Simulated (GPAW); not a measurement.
**KTaO3 in GPAW: convergence with smearing width (eV)**

Input of the first run (smearing width (eV) 0.5); the others differ in this setting and in those tied to it:

File run.py:

```python
from ase.dft.bandgap import bandgap
from ase.io import read, write
from ase.units import GPa
from gpaw import GPAW, PW

atoms = read('POSCAR')

calc = GPAW(mode=PW(800),
            xc='PBE',
            kpts={'size': (5, 5, 5), 'gamma': True},
            occupations={'name': 'fermi-dirac', 'width': 0.5},
            nbands=36,
            convergence={'density': 1e-05, 'energy': 1e-05},
            maxiter=100,
            txt='gpaw.txt')
atoms.calc = calc
energy = atoms.get_potential_energy()
forces = atoms.get_forces()
stress = atoms.get_stress()
calc.write('gs.gpw')
write('result.traj', atoms)
print(f'Energy: {energy:.6f} eV')
print('Forces (eV/A):')
print(forces.round(4))
print('Stress (GPa):', (stress / GPa).round(3))
print('Fermi level:', round(calc.get_fermi_level(), 4), 'eV')
print(f'Gap: {bandgap(calc)[0]:.4f} eV, direct: {bandgap(calc, direct=True)[0]:.4f} eV')
```

The input POSCAR:

```
KTaO3
1.0
    3.9883000000      0.0000000000      0.0000000000
    0.0000000000      3.9883000000      0.0000000000
    0.0000000000      0.0000000000      3.9883000000
Ta K O
1 1 3
Direct
    0.0000000000      0.0000000000      0.0000000000
    0.5000000000      0.5000000000      0.5000000000
    0.0000000000      0.0000000000      0.5000000000
    0.0000000000      0.5000000000      0.0000000000
    0.5000000000      0.0000000000      0.0000000000
```

Potentials or basis: GPAW PAW data sets (gpaw-data 1.2.1), pw.

Run with:

```sh
$ OMP_NUM_THREADS=1 python run.py
```

Hardware: 1 thread of Arm Neoverse V1 (shared host).

Q: The values tried are 0.5, 0.3, 0.2, 0.15, 0.1, 0.05, 0.025, 0.01, loosest first. From which on does the gap on the mesh stay within 0.01 eV of the tightest run that finished?

A: From 0.2 on.

```
smearing width (eV)  energy less the tightest run, at zero smearing (meV/atom)  pressure (GPa)  gap on the mesh (eV)  SCF cycles  CPU time (s)  peak memory (GiB)
                0.5                                                      17.54            6.85                 2.385          10            27                0.2
                0.3                                                       2.30            6.23                 2.305          10            27                0.2
                0.2                                                       0.26            6.16                 2.292          10            26                0.2
               0.15                                                       0.03            6.16                 2.291          10            26                0.2
                0.1                                                       0.00            6.15                 2.290          10            26                0.2
               0.05                                                       0.00            6.15                 2.290          10            26                0.2
              0.025                                                       0.00            6.15                 2.290          10            26                0.2
               0.01                                                       0.00            6.15                 2.290          10            26                0.2
```

Against the tightest run, the energy stays within 1 meV/atom from 0.2 on; the pressure stays within 0.1 GPa from 0.3 on. The tightest run that finished is the yardstick and may itself not be fully converged.

Caveat, for the tightest run too: spin-orbit coupling is left out, which moves the levels of the heavy elements; an odd mesh through Γ misses points on the zone boundary, where band edges often lie.
